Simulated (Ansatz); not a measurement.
# Ir: the cost of one run

Program: Ansatz 0.2.0. Level of theory: DFT PBE, scalar-relativistic, plane waves, PAW. These are calculated values, not measurements.

The COD entry's cell or inner coordinates are ideal or old and differ from later refinements, so a difference from it is no clean test against experiment.

4 further runs of the same task are left out: 1 that didn't finish, 3 set aside as unsound or not needed.

## 1. The structure to begin with

Symmetry: Fm-3m, No. 225, cubic system. The conventional cell has a = 3.871 Å, b = 3.871 Å, c = 3.871 Å, α = 90.00°, β = 90.00°, γ = 90.00°. Around Ir (site symmetry m-3m) lie 12 Ir at 2.74 Å.

Coordinates:

```xyz
1
Lattice="0.0000 1.9353 1.9353 1.9353 0.0000 1.9353 1.9353 1.9353 0.0000" Properties=species:S:1:pos:R:3 pbc="T T T"
Ir    0.0000    0.0000    0.0000
```

This cell was relaxed beforehand with the same method: volume 14.50 Å³/atom, gap on the mesh none (metal).

## 2. Building the [110] wire, 4 host atoms a period

The wire is cut from the relaxed crystal, periodic along c with vacuum across. Atoms and period relax; energies count from the bulk, -11935.3107 eV an atom.

The cell holds 4 Ir: a = 11.700 Å, b = 13.200 Å, c = 2.737 Å, α = 90.00°, β = 90.00°, γ = 90.00°.

## 3. The relaxation run

Pressure and volume refer to the whole cell with its vacuum; only the period along c may change.

The input, input.yaml:

```yaml
crystal:
  lattice:
    - [11.7, 0.0, 0.0]
    - [0.0, 13.2, 0.0]
    - [0.0, 0.0, 2.7369706247]
  atoms:
    - { symbol: Ir, position: [0.6169645566, 0.5, 0.0] }
    - { symbol: Ir, position: [0.5, 0.6466159461, 0.5] }
    - { symbol: Ir, position: [0.5, 0.3533840539, 0.5] }
    - { symbol: Ir, position: [0.3830354434, 0.5, 0.0] }
basis:
  ecutwfc: 420
kpoints:
  mp_grid: { grid: [1, 1, 20] }
hamiltonian:
  xc: pbe
scf:
  occupations: { method: gaussian, width: 0.05 }
output:
  forces: true
  stress: true
  eigenvalues: true
  populations: true
  write_density: true
  write_potential: true
  elf: true
  volumetric_format: npy
relax:
  adjacent_minimum: "off"
  f_tol: 0.02
  max_steps: 45
  cell: { fix: [a, b, alpha, beta, gamma], stress_tol: 0.03 }
```

Command:

```bash
ansatz run input.yaml --threads 4 --pin off --max-ram 11264MiB --backend cpu --events-out ev --progress --plain --runs-dir out
```

**Question.** How long does this run take on 4 threads of Arm Neoverse V1, shared host, and how much memory does it need?

About 29 s, with a peak of 0.8 GiB.
